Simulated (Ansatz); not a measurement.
NaBr (rock salt), relaxed and computed with several functionals in Ansatz (plane waves, PAW).

| functional | a (Å) | gap (eV) | B₀ by P(V) fit (GPa) |
|---|---|---|---|
| HSE06 | ? | ? | ? |
| PBEsol | 5.927 | 4.07 | 21.5 |
| r²SCAN | 5.947 | 4.98 | 22.4 |
| LDA | 5.785 | 4.08 | 26.5 |
| PBE | 6.035 | 4.07 | 19.4 |

Q: Fill in the missing entries.

A: 
- HSE06, a (Å): 5.990
- HSE06, gap (eV): 5.34
- HSE06, B₀ by P(V) fit (GPa): 20.4

All cells were relaxed under the symmetry of their starts (and spin orders); stability against distortions was not tested throughout. Scalar-relativistic: spin–orbit coupling is off unless named, which matters more the heavier the elements.

Potentials: the later of the program's two PAW sets.

Ansatz (an electronic-structure program) is a plane-wave DFT program.
